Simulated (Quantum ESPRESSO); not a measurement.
# KBr (Fm-3m) in Quantum ESPRESSO: settings compared, part 2 of 2

Quantum ESPRESSO 7.5.

## (3) Phonons, PBE

File pw.in:

```
&CONTROL
  calculation = 'scf'
  prefix = 'pwscf'
  outdir = './tmp'
  pseudo_dir = './pseudo'
  tprnfor = .true.
  tstress = .true.
  disk_io = 'low'
/
&SYSTEM
  ibrav = 0
  nat = 2
  ntyp = 2
  ecutwfc = 74
  nbnd = 14
  occupations = 'smearing'
  smearing = 'fd'
  degauss = 0.00367493
/
&ELECTRONS
  conv_thr = 4d-10
  electron_maxstep = 120
  mixing_beta = 0.5
/
ATOMIC_SPECIES
Br    79.9040 Br.upf
K     39.0983 K.upf
CELL_PARAMETERS angstrom
   0.0000000000    3.3000000000    3.3000000000
   3.3000000000    0.0000000000    3.3000000000
   3.3000000000    3.3000000000    0.0000000000
ATOMIC_POSITIONS crystal
Br     0.5000000000    0.5000000000    0.5000000000
K      0.0000000000    0.0000000000    0.0000000000
K_POINTS automatic
4 4 4 1 1 1
```

File relax.in:

```
&CONTROL
  calculation = 'vc-relax'
  prefix = 'pwscf'
  outdir = './tmp'
  pseudo_dir = './pseudo'
  tprnfor = .true.
  tstress = .true.
  disk_io = 'low'
  nstep = 40
  forc_conv_thr = 0.0001
  etot_conv_thr = 1d-06
/
&SYSTEM
  ibrav = 0
  nat = 2
  ntyp = 2
  ecutwfc = 74
  nbnd = 14
  occupations = 'smearing'
  smearing = 'fd'
  degauss = 0.00367493
/
&ELECTRONS
  conv_thr = 4d-10
  electron_maxstep = 120
  mixing_beta = 0.5
/
&IONS
  ion_dynamics = 'bfgs'
/
&CELL
  cell_dynamics = 'bfgs'
  press = 0
  press_conv_thr = 0.2
/
ATOMIC_SPECIES
Br    79.9040 Br.upf
K     39.0983 K.upf
CELL_PARAMETERS angstrom
   0.0000000000    3.3000000000    3.3000000000
   3.3000000000    0.0000000000    3.3000000000
   3.3000000000    3.3000000000    0.0000000000
ATOMIC_POSITIONS crystal
Br     0.5000000000    0.5000000000    0.5000000000
K      0.0000000000    0.0000000000    0.0000000000
K_POINTS automatic
4 4 4 1 1 1
```

File scf2.in:

```
&CONTROL
  calculation = 'scf'
  prefix = 'pwscf'
  outdir = './tmp'
  pseudo_dir = './pseudo'
  tprnfor = .true.
  tstress = .true.
  disk_io = 'low'
/
&SYSTEM
  ibrav = 0
  nat = 2
  ntyp = 2
  ecutwfc = 74
  nbnd = 14
  occupations = 'fixed'
/
&ELECTRONS
  conv_thr = 1d-13
  electron_maxstep = 120
  mixing_beta = 0.5
  startingpot = 'file'
  startingwfc = 'file'
/
ATOMIC_SPECIES
Br    79.9040 Br.upf
K     39.0983 K.upf
CELL_PARAMETERS angstrom
   0.0000000000    3.3513474377    3.3513474377
   3.3513474377    0.0000000000    3.3513474377
   3.3513474377    3.3513474377    0.0000000000
ATOMIC_POSITIONS crystal
Br     0.5000000000    0.5000000000    0.5000000000
K      0.0000000000    0.0000000000    0.0000000000
K_POINTS automatic
4 4 4 1 1 1
```

File ph.in:

```
phonons of KBr
&INPUTPH
  prefix = 'pwscf'
  outdir = './tmp'
  tr2_ph = 1d-18
  fildyn = 'dyn'
  niter_ph = 90
  alpha_mix(1) = 0.7
  epsil = .true.
/
0.0000000000 0.0000000000 0.0000000000
```

File dynmat.in:

```
&INPUT
  fildyn = 'dyn'
  asr = 'crystal'
  lperm = .true.
  filout = 'dynmat.disp'
  fileig = 'dynmat.eig'
/
```

File dynmat_lo.in:

```
&INPUT
  fildyn = 'dyn'
  asr = 'crystal'
  filout = 'dynmat_lo.disp'
  fileig = 'dynmat_lo.eig'
  q(1) = 0
  q(2) = 0
  q(3) = 1
/
```

Potentials or basis: PseudoDojo 0.4.1 SR PBE standard.

Started as:

```console
$ OMP_NUM_THREADS=1 mpirun -n 4 pw.x -nk 2 -in pw.in > pw.out
$ OMP_NUM_THREADS=1 mpirun -n 4 pw.x -nk 2 -in relax.in > relax.out
$ OMP_NUM_THREADS=1 mpirun -n 4 pw.x -nk 2 -in scf2.in > scf2.out
$ OMP_NUM_THREADS=1 mpirun -n 4 ph.x -nk 2 -in ph.in > ph.out
$ OMP_NUM_THREADS=1 mpirun -n 1 dynmat.x -in dynmat.in > dynmat.out
$ OMP_NUM_THREADS=1 mpirun -n 1 dynmat.x -in dynmat_lo.in > dynmat_lo.out
```

pw.out:

```text
This program is part of the open-source Quantum ESPRESSO suite
     for quantum simulation of materials; please cite
[... 6 lines left out ...]
     using ibrav=0 with symmetry is DISCOURAGED, use correct ibrav instead

     K-points division:     npool     =       2
     Subspace diagonalization in iterative solution of the eigenvalue problem:
     a serial algorithm will be used

     --------------------
     sticks:   dense  smooth     PW     G-vecs:    dense   smooth      PW
     Min         792     792    225                20827    20827    3187
     Max         793     793    226                20828    20828    3188
     Sum        1585    1585    451                41655    41655    6375

     Using Slab Decomposition

     bravais-lattice index     =            0
     lattice parameter (alat)  =       8.8192  a.u.
     unit-cell volume          =     485.0298 (a.u.)^3
     number of atoms/cell      =            2
     number of atomic types    =            2
     number of electrons       =        16.00
[... 183 lines left out ...]
          k =-0.6187 0.0884 0.0884 (  5225 PWs)   bands (ev):

   -26.6549 -11.1313 -10.2076 -10.1703 -10.1322   0.3167   0.7372   0.8244
     7.2354   8.4771  10.1746  10.5799  10.8948  11.6478

          k = 0.2652 0.2652 0.2652 (  5225 PWs)   bands (ev):
[... 6 lines left out ...]
   -26.6554 -11.2604 -10.1882 -10.1527  -9.9844   0.2086   0.5963   0.7718
     8.1588   9.0120   9.8192  10.4837  10.7271  11.7394

     the Fermi energy is     2.3893 ev

!    total energy              =     -91.83627351 Ry
     estimated scf accuracy    <          3.6E-11 Ry
     smearing contrib. (-TS)   =      -0.00000000 Ry
     internal energy E=F+TS    =     -91.83627351 Ry

     The total energy is F=E-TS. E is the sum of the following terms:
     one-electron contribution =     -29.06537926 Ry
     hartree contribution      =      19.28291930 Ry
     xc contribution           =     -23.25593839 Ry
     ewald contribution        =     -58.79787517 Ry

     convergence has been achieved in   9 iterations

     Forces acting on atoms (cartesian axes, Ry/au):

     atom    1 type  1   force =    -0.00000000    0.00000000    0.00000000
     atom    2 type  2   force =     0.00000000   -0.00000000   -0.00000000

     Total force =     0.000000     Total SCF correction =     0.000000

     Computing stress (Cartesian axis) and pressure

          total   stress  (Ry/bohr**3)                   (kbar)     P=        7.02
   0.00004773   0.00000000  -0.00000000            7.02        0.00       -0.00
   0.00000000   0.00004773   0.00000000            0.00        7.02        0.00
   0.00000000   0.00000000   0.00004773            0.00        0.00        7.02

=------------------------------------------------------------------------------=
   JOB DONE.
=------------------------------------------------------------------------------=
```

relax.out:

```text
This program is part of the open-source Quantum ESPRESSO suite
     for quantum simulation of materials; please cite
[... 6 lines left out ...]
     using ibrav=0 with symmetry is DISCOURAGED, use correct ibrav instead

     K-points division:     npool     =       2
[... 439 lines left out ...]
   0.00000024  -0.00000000   0.00000000            0.03       -0.00        0.00
  -0.00000000   0.00000024   0.00000000           -0.00        0.03        0.00
   0.00000000   0.00000000   0.00000024            0.00        0.00        0.03

=------------------------------------------------------------------------------=
   JOB DONE.
=------------------------------------------------------------------------------=
```

scf2.out:

```text
This program is part of the open-source Quantum ESPRESSO suite
     for quantum simulation of materials; please cite
[... 6 lines left out ...]
     using ibrav=0 with symmetry is DISCOURAGED, use correct ibrav instead

     K-points division:     npool     =       2
[... 188 lines left out ...]
   0.00000023  -0.00000000   0.00000000            0.03       -0.00        0.00
  -0.00000000   0.00000023   0.00000000           -0.00        0.03        0.00
   0.00000000   0.00000000   0.00000023            0.00        0.00        0.03

=------------------------------------------------------------------------------=
   JOB DONE.
=------------------------------------------------------------------------------=
```

Run time: 64 s. Hardware: 4 MPI ranks of Intel Xeon 6975P-C (Granite Rapids), shared host; peak memory 0.36 GiB.

What came out:

```
Free energy                                             : -1249.5034 eV
Relaxed volume                                          : 37.64 Å³/atom
Relaxed cell                                            : a = 4.740 Å, b = 4.740 Å, c = 4.740 Å, α = 60.00°, β = 60.00°, γ = 60.00°
Space group after relaxing (to 0.05 Å)                  : Fm-3m (No. 225)
Pressure after relaxing                                 : 0.0 GPa
Electronic dielectric tensor (diagonal)                 : 2.50
Born charges (mean of the diagonal)                     : Br -1.14; K +1.14 e
Highest phonon frequency at Γ, LO-TO splitting left out : 100 cm⁻¹
Static dielectric tensor (diagonal)                     : 5.68
```

The path:
```tsv
step	energy change (eV)	largest force (eV/Å)	pressure (GPa)	volume (Å³)
1	0.0000	0.0000	0.70	71.87
2	-0.0011	0.0000	0.64	72.13
3	-0.0022	0.0000	0.58	72.42
4	-0.0036	0.0000	0.48	72.84
5	-0.0052	0.0000	0.35	73.49
6	-0.0068	0.0000	0.15	74.46
7	-0.0071	0.0000	0.01	75.25
8	-0.0071	0.0000	0.00	75.28
```

Final structure:
```
CELL_PARAMETERS angstrom
0.00000 3.35135 3.35135
3.35135 0.00000 3.35135
3.35135 3.35135 0.00000
ATOMIC_POSITIONS crystal
Br 0.50000 0.50000 0.50000
K 0.00000 0.00000 0.00000
```

Phonon frequencies in cm⁻¹ (negative: imaginary):
| q point | frequencies |
| --- | --- |
| (0.000, 0.000, 0.000) | -2 -2 -2 100 100 100 |

Electronic dielectric tensor:
```
2.50 0.00 0.00
0.00 2.50 0.00
0.00 0.00 2.50
```

Born effective charge tensors (e):
atom 1, Br
```
-1.14  0.00  0.00
 0.00 -1.14  0.00
 0.00  0.00 -1.14
```
atom 2, K
```
1.14 0.00 0.00
0.00 1.14 0.00
0.00 0.00 1.14
```

Optical modes at Γ, degenerate ones joined, polar ones without the macroscopic field:
| cm⁻¹ | components | symmetry | active in | IR intensity, summed ((D/Å)²/amu) |
| --- | --- | --- | --- | --- |
| 100 | 3 | T1u | IR | 3.40 |

Zone-centre frequencies without and with the macroscopic field along z (cm⁻¹):
```csv
,optical modes in rising order
without,100 100 100
with the field,100 100 151
```

Static dielectric tensor, electrons and zone-centre modes:
```
5.68 0.00 0.00
0.00 5.68 0.00
0.00 0.00 5.68
```

## (4) How close it comes

Step 2. Against the measured high-frequency dielectric constant of KBr, 2.36 (a printed reference work, monograph), the calculated 2.76 is off by +16.9 %.

Step 3. Measured high-frequency dielectric constant of KBr: 2.36 (a printed reference work, monograph). This calculation gives 2.50 (+5.9 %).
